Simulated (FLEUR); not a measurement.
# W (Im-3m) in FLEUR: further runs

The runs below take W through equation of state, with PBE.

All numbers are computed with FLEUR MaX-R8.1 (later development tree); they aren't measurements. Logs are shortened: lines on timing, memory, paths and dates and some standing lists are left out, and cuts for length are marked.

## 1. The structure

It takes space group Im-3m (No. 229, cubic). Conventional cell: a = 3.165 Å, b = 3.165 Å, c = 3.165 Å, α = 90.00°, β = 90.00°, γ = 90.00°. Around W (site symmetry m-3m) lie 8 W at 2.74 Å.

## 2. Equation of state, PBE, 14.90 Å³/atom (volume scaled by 0.94)

inp.xml

```xml
<?xml version="1.0" encoding="UTF-8" standalone="no"?>
<fleurInput fleurInputVersion="0.39">
   <comment>
      W                                                                                                   
   </comment>
   <calculationSetup>
      <cutoffs Kmax="4.17" Gmax="12.9" GmaxXC="12.9" numbands="0"/>
      <scfLoop itmax="60" minDistance="0.00001" maxIterBroyd="15" imix="Anderson" alpha="0.05" precondParam="0.0" spinf="2.0" sdNocoIR="T"/>
      <coreElectrons ctail="T" frcor="F" kcrel="0" coretail_lmax="0"/>
      <xcFunctional name="pbe" relativisticCorrections="F"/>
      <magnetism jspins="1"/>
      <soc l_soc="F" theta="0.0" phi="0.0" spav="F"/>
      <expertModes spex="0" secvar="F"/>
      <geometryOptimization l_f="F" forcealpha="1.0" forcemix="BFGS" epsdisp="0.0005" epsforce="0.0002"/>
      <ldaU l_linMix="F" mixParam="0.05" spinf="1.0"/>
   </calculationSetup>
   <cell>
      <bzIntegration valenceElectrons="28.0" mode="hist" fermiSmearingEnergy="0.00183747">
         <kPointListSelection listName="default-1"/>
         <!-- k-points included here -->
         <xi:include xmlns:xi="http://www.w3.org/2001/XInclude" href="kpts.xml"> </xi:include>
      </bzIntegration>
      <!-- symmetry operations included here -->
      <xi:include xmlns:xi="http://www.w3.org/2001/XInclude" href="sym.xml"> </xi:include>
      <bulkLattice scale="0.9795861087">
         <bravaisMatrix>
            <row-1>   -2.9901986846301867     2.9901986846301867     2.9901986846301867</row-1>
            <row-2>    2.9901986846301867    -2.9901986846301867     2.9901986846301867</row-2>
            <row-3>    2.9901986846301867     2.9901986846301867    -2.9901986846301867</row-3>
         </bravaisMatrix>
      </bulkLattice>
   </cell>
   <atomSpecies>
      <species name="Tungsten (W)" element="W" atomicNumber="74">
         <mtSphere radius="2.35" gridPoints="793" logIncrement="0.017"/>
         <atomicCutoffs lmax="10" lnonsphr="8"/>
         <electronConfig flipSpins="F">
            <coreConfig>(1s1/2) (2s1/2) (2p1/2) (2p3/2) (3s1/2) (3p1/2) (3p3/2) (4s1/2) (3d3/2) (3d5/2) (4p1/2) (4p3/2) (4d3/2) (4d5/2)</coreConfig>
            <valenceConfig>(5s1/2) (5p1/2) (5p3/2) (6s1/2) (4f5/2) (4f7/2) (5d3/2) (5d5/2)</valenceConfig>
            <stateOccupation state="(5d3/2)" spinUp="0.800000" spinDown="0.800000"/>
            <stateOccupation state="(5d5/2)" spinUp="1.200000" spinDown="1.200000"/>
         </electronConfig>
         <energyParameters s="6" p="6" d="5" f="4"/>
         <lo type="SCLO" l="0" n="5" eDeriv="0"/>
         <lo type="SCLO" l="1" n="5" eDeriv="0"/>
         <lo type="SCLO" l="2" n="5" eDeriv="2"/>
         <lo type="SCLO" l="3" n="4" eDeriv="2"/>
      </species>
   </atomSpecies>
   <atomGroups>
      <atomGroup species="Tungsten (W)">
         <relPos label="                   1">.0000000000 .0000000000 .0000000000</relPos>
         <force calculate="T" relaxXYZ="TTT"/>
      </atomGroup>
   </atomGroups>
   <output dos="F" band="F" slice="F">
      <checks vchk="F" cdinf="F"/>
      <bandDOS minEnergy="-.5*Htr" maxEnergy="0.5*Htr" sigma="0.015" storeEVData="T"/>
      <vacuumDOS vacdos="F" integ="F" star="F" nstars="0" locx1="0.0" locy1="0.0" locx2="0.0" locy2="0.0" nstm="0" tworkf="0.0"/>
      <unfoldingBand unfoldBand="F" supercellX="1" supercellY="1" supercellZ="1"/>
      <plotting iplot="0" polar="F">
         <plot TwoD="T" vec1="  1.0  0.0  0.0" vec2="  0.0  1.0  0.0" vec3="  0.0  0.0  1.0" zero="  0.0  0.0  0.0" file="plot"/>
      </plotting>
      <chargeDensitySlicing numkpt="0" minEigenval="0.0" maxEigenval="0.0" nnne="0" pallst="F"/>
      <specialOutput eonly="F"/>
      <moessbauerParams electricFieldGradient="T" isomerShift="T" coreHyperfine="T" valenceHyperfine="T"/>
      <magneticCircularDichroism mcd="F" energyLo="-10.0" energyUp="0.0"/>
   </output>
  <!-- We include the file relax.xml here to enable relaxations (see documentation) -->
  <xi:include xmlns:xi="http://www.w3.org/2001/XInclude" href="relax.xml"> <xi:fallback/> </xi:include>
</fleurInput>
```

Potentials or basis: all-electron, FLAPW.

Started as:

```
inpgen -f crystal.txt -profile fastHighL
# inp.xml edited to the form shown
fleur_MPI
```

What it wrote:

```text
Welcome to FLEUR        (www.flapw.de)
      MaX-Release 8.1          (www.max-centre.eu)

 ========== k-point set info ==========
 Selected k-point list: default-1
 k-point list type: mesh
 12 x 12 x 12
 Number of k points: 72

 ------------Calculation Setup---------------------------
 Number of MPI-tasks      :            1
 Number of PE/node        :            1
 Number of OMP-threads    :            1
 Most efficient MPI parallelization for:
           1           2           3           4           6           8           9          12          18          24          36          72
 Additional eigenvalue parallelization possible
 Number of basis functions:          168
 Approximate size of matrices (H+S) per k-point:         0.000 GB
 --------------------------------------------------------
 Iteration:     1   Distance:      14.03776740 me/bohr^3
 Iteration:     2   Distance:      12.81869730 me/bohr^3
 Iteration:     3   Distance:       6.71237101 me/bohr^3
 Iteration:     4   Distance:       1.83145201 me/bohr^3
 Iteration:     5   Distance:       1.46654566 me/bohr^3
 Iteration:     6   Distance:       0.16676328 me/bohr^3
 Iteration:     7   Distance:       0.19416381 me/bohr^3
 Iteration:     8   Distance:       0.01906581 me/bohr^3
 Iteration:     9   Distance:       0.00390807 me/bohr^3
 Iteration:    10   Distance:       0.00154386 me/bohr^3
 Iteration:    11   Distance:       0.00014927 me/bohr^3
 Iteration:    12   Distance:       0.00004549 me/bohr^3
 Iteration:    13   Distance:       0.00000396 me/bohr^3

 ********************************************************************
 Run finished successfully
 Stop message:
   all done
 ********************************************************************
```

out.xml (last iteration):

```text
<iteration numberForCurrentRun="   13" overallNumber="   13">
         <energyParameters units="Htr">
            <atomicEP atomType="1" spin="1" branch="6s" branchLowest="-1.99" branchHighest="2.72" value="0.4044218621"/>
            <atomicEP atomType="1" spin="1" branch="6p" branchLowest="-0.59" branchHighest="3.77" value="0.5359271282"/>
            <atomicEP atomType="1" spin="1" branch="5d" branchLowest="-7.86" branchHighest="1.22" value="0.5708098368"/>
            <atomicEP atomType="1" spin="1" branch="4f" branchLowest="-9.99" branchHighest="-0.33" value="-0.3015896669"/>
            <loAtomicEP atomType="1" spin="1" branch="5s" branchLowest="-20.02" branchHighest="-1.99" value="-2.0195781276"/>
            <loAtomicEP atomType="1" spin="1" branch="5p" branchLowest="-14.65" branchHighest="-0.59" value="-0.7330033675"/>
            <loAtomicEP atomType="1" spin="1" branch="5d" branchLowest="-7.86" branchHighest="1.22" value="0.5672861727"/>
            <loAtomicEP atomType="1" spin="1" branch="4f" branchLowest="-9.99" branchHighest="-0.33" value="-0.3290016150"/>
         </energyParameters>
         <eigenvalues>
            <eigenvaluesAt spin="1" ikpt="1" k_x="0.00000000" k_y="0.00000000" k_z="0.00000000">
                      -2.0257640449       -0.6828864750       -0.6828864750       -0.6828864750       -0.3373222395
                      -0.3373222395       -0.3373222395       -0.3361852419       -0.3361852419       -0.3361852419
                      -0.3331402457        0.3291305728        0.6462153721        0.6462153721        0.6462153721
                       0.7838284998        0.7838284998        1.2378249356        1.2378249356        1.2378249356
                       1.7164064504        1.7164064504
            </eigenvaluesAt>
            <eigenvaluesAt spin="1" ikpt="2" k_x="0.00000000" k_y="0.00000000" k_z="0.08333333">
                      -2.0253331087       -0.6871436093       -0.6841884025       -0.6829151658       -0.3372779033
                      -0.3372257155       -0.3372097170       -0.3362880356       -0.3362229279       -0.3362111685
                      -0.3332795455        0.3423938843        0.6381290325        0.6441535991        0.6592338595
                       0.7714041235        0.7839572270        1.2491507348        1.2601173323        1.2710142656
                       1.6263370686        1.6733251502
            </eigenvaluesAt>
            <eigenvaluesAt spin="1" ikpt="3" k_x="0.00000000" k_y="0.00000000" k_z="0.16666667">
                      -2.0241517908       -0.6984758487       -0.6877118123       -0.6829963579       -0.3371772784
                      -0.3369410694       -0.3369085441       -0.3365404078       -0.3363338698       -0.3362516092
                      -0.3336192961        0.3782334119        0.6178912440        0.6341390515        0.6972977676
                       0.7556499005        0.7857347424        1.2695942062        1.3229409629        1.3378455827
[... 29 lines left out ...]
            <state n="3" l="2" j="1.5" energy="-66.6814125911" weight="2.0000000000"/>
            <state n="3" l="2" j="2.5" energy="-64.3436317952" weight="3.0000000000"/>
            <state n="4" l="1" j="0.5" energy="-16.4638072681" weight="1.0000000000"/>
            <state n="4" l="1" j="1.5" energy="-13.9722900204" weight="2.0000000000"/>
            <state n="4" l="2" j="1.5" energy="-8.1386813619" weight="2.0000000000"/>
            <state n="4" l="2" j="2.5" energy="-7.6796796952" weight="3.0000000000"/>
         </coreStates>
         <allElectronCharges>
            <spinDependentCharge spin="1" total="74.0000000" interstitial="2.3701093" mtSpheres="71.6298907"/>
            <totalCharge value="73.9999999994"/>
         </allElectronCharges>
         <moessbauerParams unitsHFF="kG" unitsIS="e/bohr^3" unitsEFG="Htr/bohr^2">
            <coreIsomerShift atomType="1" isTotal="1516853.64065">
               <shell n="1" l="0" isomerShift="1269548.24294"/>
               <shell n="2" l="0" isomerShift="181783.41438"/>
               <shell n="2" l="1" isomerShift="11091.11701"/>
               <shell n="3" l="0" isomerShift="40865.05767"/>
               <shell n="3" l="1" isomerShift="2785.40242"/>
               <shell n="4" l="0" isomerShift="10106.92545"/>
               <shell n="3" l="2" isomerShift="0.00109"/>
               <shell n="4" l="1" isomerShift="673.47942"/>
               <shell n="4" l="2" isomerShift="0.00027"/>
            </coreIsomerShift>
            <isomerShift atomType="1" nucleusRadius="0.0001343" averageDensity="1518735.80241"/>
            <electricFieldGradient atomType="1" VXX="0.00000" VYY="0.00000" VZZ="0.00000" asymParam="0.00000">
            </electricFieldGradient>
         </moessbauerParams>
         <totalEnergy                                    value="   -16166.1346566055" units="Htr">
            <sumOfEigenvalues                            value="    -9875.4918662137">
               <coreElectrons value="-9865.8715163297"/>
               <valenceElectrons value="-9.6203498840"/>
            </sumOfEigenvalues>
            <densityCoulombPotentialIntegral value="-27666.2143435778"/>
            <densityEffectivePotentialIntegral value="-28092.0490759063"/>
            <chargeDenXCDenIntegral value="-325.4675472335"/>
            <FockExchangeEnergyValence value="0.0000000000"/>
            <FockExchangeEnergyCore value="0.0000000000"/>
            <atomTypeDependentContributions atomType="1">
               <electronNucleiInteractionDifferentMTs value="20167.4402669099"/>
               <MadelungTerm value="-56.6768803658"/>
            </atomTypeDependentContributions>
            <tkbTimesEntropy value="0.0001868640"/>
            <freeEnergy value="-16166.1348434695"/>
            <extrapolationTo0K value="-16166.1347500375"/>
         </totalEnergy>
         <densityConvergence units="me/bohr^3">
            <chargeDensity spin="1" distance="0.0000039581"/>
         </densityConvergence>
      </iteration>
```

Wall time 12 s (1 thread of Arm Neoverse V1, shared host); peak memory 0.06 GiB.

What came out:

| Quantity | Value |
| --- | --- |
| Free energy | -439902.9393 eV |
| Band gap on the k mesh | none (metal or under the smearing width) |
| Valence electrons inside the program's atomic spheres | W 25.63 (radii W 2.35 bohr) |

## 3. Equation of state, PBE, 15.21 Å³/atom (volume scaled by 0.96)

inp.xml, as its differences from that of step 2:

```diff
@@ -24,3 +24,3 @@
       <xi:include xmlns:xi="http://www.w3.org/2001/XInclude" href="sym.xml"> </xi:include>
-      <bulkLattice scale="0.9795861087">
+      <bulkLattice scale="0.9864848297">
          <bravaisMatrix>
```

Potentials or basis: all-electron, FLAPW.

Started as:

```
inpgen -f crystal.txt -profile fastHighL
# inp.xml edited to the form shown
fleur_MPI
```

It took 13 s on 1 thread of Arm Neoverse V1, shared host; peak memory 0.06 GiB.

Results (log left out):

```
Free energy                                           : -439902.9870 eV
Band gap on the k mesh                                : none (metal or under the smearing width)
Valence electrons inside the program's atomic spheres : W 25.58 (radii W 2.35 bohr)
```

## 4. Equation of state, PBE, 15.53 Å³/atom (volume scaled by 0.98)

inp.xml, as its differences from that of step 3:

```diff
@@ -24,3 +24,3 @@
       <xi:include xmlns:xi="http://www.w3.org/2001/XInclude" href="sym.xml"> </xi:include>
-      <bulkLattice scale="0.9864848297">
+      <bulkLattice scale="0.9932883884">
          <bravaisMatrix>
```

Started as:

```
inpgen -f crystal.txt -profile fastHighL
# inp.xml edited to the form shown
fleur_MPI
```

Wall time 13 s (1 thread of Arm Neoverse V1, shared host); peak memory 0.06 GiB.

It converged, with:

* Free energy: -439903.0195 eV
* Band gap on the k mesh: none (metal or under the smearing width)
* Valence electrons inside the program's atomic spheres: W 25.54 (radii W 2.35 bohr)

## 5. Equation of state, PBE, 15.85 Å³/atom

inp.xml, as its differences from that of step 4:

```diff
@@ -24,3 +24,3 @@
       <xi:include xmlns:xi="http://www.w3.org/2001/XInclude" href="sym.xml"> </xi:include>
-      <bulkLattice scale="0.9932883884">
+      <bulkLattice scale="1.0000000000">
          <bravaisMatrix>
```

Started as:

```
inpgen -f crystal.txt -profile fastHighL
# inp.xml edited to the form shown
fleur_MPI
```

It took 13 s on 1 thread of Arm Neoverse V1, shared host; peak memory 0.06 GiB.

Results (log left out):

```
Free energy                                           : -439903.0379 eV
Band gap on the k mesh                                : none (metal or under the smearing width)
Valence electrons inside the program's atomic spheres : W 25.50 (radii W 2.35 bohr)
```

## 6. Equation of state, PBE, 16.16 Å³/atom (volume scaled by 1.02)

inp.xml, as its differences from that of step 5:

```diff
@@ -24,3 +24,3 @@
       <xi:include xmlns:xi="http://www.w3.org/2001/XInclude" href="sym.xml"> </xi:include>
-      <bulkLattice scale="1.0000000000">
+      <bulkLattice scale="1.0066227096">
          <bravaisMatrix>
```

Potentials or basis: all-electron, FLAPW.

Started as:

```
inpgen -f crystal.txt -profile fastHighL
# inp.xml edited to the form shown
fleur_MPI
```

Wall time 13 s (1 thread of Arm Neoverse V1, shared host); peak memory 0.06 GiB.

It converged, with:

```
Free energy                                           : -439903.0436 eV
Band gap on the k mesh                                : none (metal or under the smearing width)
Valence electrons inside the program's atomic spheres : W 25.46 (radii W 2.35 bohr)
```

## 7. Equation of state, PBE, 16.48 Å³/atom (volume scaled by 1.04)

inp.xml, as its differences from that of step 6:

```diff
@@ -24,3 +24,3 @@
       <xi:include xmlns:xi="http://www.w3.org/2001/XInclude" href="sym.xml"> </xi:include>
-      <bulkLattice scale="1.0066227096">
+      <bulkLattice scale="1.0131594038">
          <bravaisMatrix>
```

Started as:

```
inpgen -f crystal.txt -profile fastHighL
# inp.xml edited to the form shown
fleur_MPI
```

Wall time 14 s (1 thread of Arm Neoverse V1, shared host); peak memory 0.06 GiB.

It converged, with:

- Free energy: -439903.0374 eV
- Band gap on the k mesh: none (metal or under the smearing width)
- Valence electrons inside the program's atomic spheres: W 25.42 (radii W 2.35 bohr)

## 8. Equation of state, PBE, 16.80 Å³/atom (volume scaled by 1.06)

inp.xml, as its differences from that of step 7:

```diff
@@ -24,3 +24,3 @@
       <xi:include xmlns:xi="http://www.w3.org/2001/XInclude" href="sym.xml"> </xi:include>
-      <bulkLattice scale="1.0131594038">
+      <bulkLattice scale="1.0196128224">
          <bravaisMatrix>
```

Started as:

```
inpgen -f crystal.txt -profile fastHighL
# inp.xml edited to the form shown
fleur_MPI
```

Run time: 14 s. Hardware: 1 thread of Arm Neoverse V1, shared host; peak memory 0.06 GiB.

It converged, with:

| Quantity | Value |
| --- | --- |
| Free energy | -439903.0210 eV |
| Band gap on the k mesh | none (metal or under the smearing width) |
| Valence electrons inside the program's atomic spheres | W 25.39 (radii W 2.35 bohr) |

## 9. Equation of state, PBE

Potentials or basis: all-electron, FLAPW.

This step only gathers the single runs of the series.

What came out:

```yaml
Equilibrium_volume: 16.16 Å³/atom
Bulk_modulus: 300 GPa
Pressure_derivative_of_the_bulk_modulus: "3.7 (rough: it moves with the points fitted)"
```

Energy against volume, from the lowest point:
```tsv
volume (Å³/atom)	energy (meV/atom)
14.897	104.30
15.214	56.59
15.531	24.13
15.848	5.78
16.165	0.00
16.482	6.22
16.798	22.59
```
